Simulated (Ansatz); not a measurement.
Method: DFT, revPBE, plane waves (420 eV) with PAW, scalar-relativistic (Ansatz 0.2.0). (PAW data from PBE, frozen cores regenerated.)

An element in the dhcp structure gives this curve. The cell is scaled uniformly from the relaxed one, with fractional coordinates and shape fixed. Energies are extrapolated to zero smearing, pressures are those at the given smearing. Magnetic state: spin not included.

```csv
V (Å³/atom),E − E₀ (meV/atom),P (GPa)
12.423,126.2,27.18
12.987,51.3,16.32
13.552,11.3,7.38
14.117,0.0,0.02
14.681,12.3,-6.02
15.246,43.9,-10.97
15.811,91.4,-15.01
```

Q: Which element is it?
A. copper
B. zinc
C. vanadium
D. phosphorus

A: C. Its fit is V₀ = 14.09 Å³/atom, B₀ = 168 GPa, B₀′ = 3.9.
